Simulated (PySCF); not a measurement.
A database entry of computed molecular properties. Lists by class give the value and the number of equivalent atoms.

```json
{
 "name": "piperidine",
 "formula": "C5H11N",
 "smiles": "C1CCNCC1",
 "charge": 0,
 "multiplicity": 1,
 "geometry_level": "PBE0-D3(BJ)/def2-TZVP",
 "atoms_angstrom": [
  ["C", 1.305, -0.065, -0.32],
  ["C", 0.228, -0.681, -1.204],
  ["C", -0.993, -1.064, -0.374],
  ["N", -1.526, 0.022, 0.43],
  ["C", -0.506, 0.638, 1.262],
  ["C", 0.733, 1.088, 0.495],
  ["H", 1.691, -0.831, 0.363],
  ["H", 2.153, 0.272, -0.924],
  ["H", 0.615, -1.558, -1.733],
  ["H", -0.073, 0.044, -1.971],
  ["H", -0.72, -1.878, 0.311],
  ["H", -1.792, -1.449, -1.014],
  ["H", -1.937, 0.723, -0.177],
  ["H", -0.955, 1.477, 1.8],
  ["H", -0.211, -0.098, 2.02],
  ["H", 0.46, 1.911, -0.178],
  ["H", 1.483, 1.483, 1.189]
 ],
 "electronic_structure_code": "PySCF",
 "results": {
  "PBE0-D3(BJ)/def2-TZVP geometry optimisation, gas phase": {
   "point_group": "Cs",
   "rotational_constants_GHz": [4.553, 4.448, 2.565]
  },
  "B97-2/pcSseg-2 ground state and GIAO shieldings, non-relativistic": {
   "dipole_D": 1.17,
   "homo_eV": -5.94,
   "lumo_eV": 0.66,
   "shift_vs_computed_TMS_C_by_class_ppm": [
    [51.8, 2],
    [33.2, 2],
    [29.7, 1]
   ],
   "shift_vs_computed_TMS_H_by_class_ppm": [
    [2.79, 4],
    [1.66, 2],
    [1.34, 4],
    [0.22, 1]
   ],
   "shielding_other_nuclei_by_class_ppm": [
    ["N", 206.5, 1]
   ]
  }
 }
}
```

With B = h/(8π²I), that is 505.379 GHz u Å² over I, the principal moments of inertia are 111.0, 113.6 and 197.0 u Å² (most abundant isotopes); the inertial defect Ic − Ia − Ib is -27.6 u Å² (zero for a rigid planar frame, negative otherwise). The dipole matches unit charges of opposite sign 0.24 Å apart (1 e·Å = 4.8032 D). The rotational constants make it an asymmetric top with κ = (2B − A − C)/(A − C) = 0.89, nearer the oblate limit (+1).

Isolated species at its PBE0-D3(BJ)/def2-TZVP geometry (one conformer only). NMR classes are plain means over equivalent atoms (diastereotopic ones count apart unless rotation or inversion swaps them), as if these changed places fast; in this geometry the members of some classes differ.
